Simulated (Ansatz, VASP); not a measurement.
# S in VASP and in Ansatz

Contents of INCAR:

```
SYSTEM = S
ALGO = Normal
EDIFF = 1E-7
ENCUT = 520
GGA = PE
ISIF = 2
ISMEAR = -1
LASPH = .True.
LCHARG = .False.
LREAL = .False.
LWAVE = .False.
NBANDS = 9
NELM = 80
PREC = Accurate
SIGMA = 0.1
```

Contents of KPOINTS:

```
k-points
0
Gamma
  14 14 14
  0 0 0
```

POSCAR

```
S
1.0
    2.1776657347      0.0000000000      0.0000000000
    0.0000000000      2.1776657347      0.0000000000
    0.0000000000      0.0000000000      2.1776657347
S
1
Direct
    0.0000000000      0.0000000000      0.0000000000
```

Input for Ansatz:

```yaml
crystal:
  lattice:
    - [2.1776657347, 0.0, 0.0]
    - [0.0, 2.1776657347, 0.0]
    - [0.0, 0.0, 2.1776657347]
  atoms:
    - { symbol: S, position: [0.0, 0.0, 0.0] }
kpoints:
  mp_grid: { grid: [14, 14, 14] }
scf:
  occupations: { method: fermi_dirac, width: 0.1 }
hamiltonian:
  xc: pbe
  pseudopotentials: { kind: all_electron, lapw: { basis_error: 0.001 } }
output:
  forces: true
  stress: true
  eigenvalues: true
  populations: true
```

Change from the starting cell: volume scaled by 0.6, LAPW.

Alike in both runs: task single point; functional PBE; k mesh 14 × 14 × 14; occupations fermi-dirac, width 0.1 eV; no spin polarisation.

|  | VASP | Ansatz |
| --- | --- | --- |
| version | VASP 6.6.1 | Ansatz 0.2.0 |
| potentials or method | VASP PAW PBE potentials, release 64 (S) | all-electron LAPW, scalar-relativistic |
| plane-wave cutoff (eV) | 520 | see its input |

|  | VASP | Ansatz | Ansatz less VASP |
| --- | --- | --- | --- |
| pressure (GPa) | 91.9 | 92.7 | +0.85 |

Ansatz ran all-electron here, so the differences hold the error of VASP's frozen core and of both bases.

Caveats: the cell as given lies far from equilibrium; so large a pressure means that the cell lies far from this level's equilibrium, or that cutoff or potentials fall short (VASP).
